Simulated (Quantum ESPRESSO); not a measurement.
## SiO2 under changes of volume

One of the cells (13.655 Å³/atom); the others are scaled copies at fixed shape and fractional positions:

```
Si O
1.0
     5.06052    0.00000    0.00000
    -2.53026    4.38254    0.00000
     0.00000    0.00000    5.54135
Si O
3 6
Direct
  0.50000 0.00000 0.00000
  0.50000 0.50000 0.66667
  0.00000 0.50000 0.33333
  0.20861 0.79139 0.16667
  0.20861 0.41721 0.50000
  0.41721 0.20861 0.83333
  0.79139 0.20861 0.16667
  0.79139 0.58279 0.50000
  0.58279 0.79139 0.83333
```

The cell comes from a database or a generator and needn't be the stable form of this composition.

| Quantity | Value |
| --- | --- |
| Program | Quantum ESPRESSO 7.5 |
| Functional | PBE |
| Potentials or basis | SSSP 1.3 efficiency PBE |
| Cutoff | 748 eV |
| Density cutoff | 5987 eV |
| k mesh | 6 × 6 × 5 |
| Occupations | fermi-dirac, width 0.05 eV |
| Spin | no spin polarisation |

```tsv
volume (Å³/atom)	energy over the lowest point (meV/atom)	pressure (GPa)	gap on the mesh (eV)	largest force (eV/Å)
12.836	?	?	?	?
13.109	39.93	14.1	5.94	0.619
13.382	19.51	9.5	5.83	0.436
13.655	6.51	5.4	5.72	0.267
13.928	0.21	1.7	5.59	0.113
14.201	0.00	-1.7	5.46	0.029
14.474	5.28	-4.8	5.32	0.160
```

Task: What does the run at 12.836 Å³/atom give?

Result: Energy over the lowest point 68.53 meV/atom; pressure 19.1 GPa; gap on the mesh 6.04 eV; largest force 0.818 eV/Å.

Worked out: A Birch-Murnaghan fit of order 3 (a polynomial in V^(-2/3)) to the other rows has its minimum at 14.07 Å³/atom with B0 = V·E''(V) = 174 GPa and B' = 4.1 at fixed shape and positions, which overstates the stiffness. It gives 68.55 meV/atom at 12.836 Å³/atom, against the run's 68.53, and -dE/dV = 19.4 GPa, against 19.1. A parabola through the other rows of the gap, of slope -4.33 eV per unit of ln V there, extrapolates to 6.04 eV, against the run's 6.04.

Energies are extrapolated to zero smearing.

Caveats: an odd mesh through Γ misses points on the zone boundary, where band edges often lie.
